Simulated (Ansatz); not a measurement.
# Phase order of Os

Structure types of Os are relaxed in primitive cells with their symmetry kept at 0 GPa, first on PAW files, then by LAPW. The enthalpy is E + pV at zero temperature, without zero-point motion. Only the types listed were tried, and differences under about 5 meV/atom are mesh noise.

Computed with Ansatz 0.2.0; functional PBE, scalar-relativistic. Settings: Fermi–Dirac smearing of 0.05 eV, no spin polarisation. Methods: LAPW: all electrons, basis error target 0.5 meV/atom; PAW: frozen-core files, cutoff 420 eV.

k meshes: fcc 18×18×18, bcc 19×19×19, hcp 17×17×9.

Spin–orbit coupling is left out, which matters for the heavy atoms.

Order the types by LAPW enthalpy, lowest first.
A. hcp
B. fcc
C. bcc

A (0 meV/atom), B (137 meV/atom), C (894 meV/atom).

```tsv
start type	ends as	a, b, c (Å)	V (Å³/atom)	H − H(lowest), LAPW (meV/atom)	same, PAW
fcc	fcc, Fm-3m	3.856, 3.856, 3.856	14.33	136.9	137.0
bcc	bcc, Im-3m	3.092, 3.092, 3.092	14.78	894.2	894.8
hcp	hcp, P6_3/mmc	2.755, 2.755, 4.342	14.28	0.0	0.0
```
